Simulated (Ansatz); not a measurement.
The parent structure is AgCl in the rock salt structure (space group Fm-3m, No. 225; a = 5.447 Å). Axes: x, y, z lie along the cube axes.

All numbers come from Ansatz (a first-principles code) PBEsol, spin-orbit coupling left out.

The change: every lattice vector is stretched by 3.00 %, atoms relaxed at fixed cell.

Task: Predict the stress tensor and what it implies for the stiffness.

Result: Stress of the strained cell less that of the base (GPa, compression positive):
```
  -3.96    0.00    0.00
   0.00   -3.96    0.00
   0.00    0.00   -3.96
```

Then B = −ΔP/(ΔV/V₀) with ΔV/V₀ = 0.0927 gives secant stiffness values (nonlinear terms included at this strain): B ≈ 43 GPa.

As a check, the harmonic strain energy −½ V₀ Δσ:ε is 22 meV/atom; the computed energy rise is 25 meV/atom.

Stability against distortions was not tested.
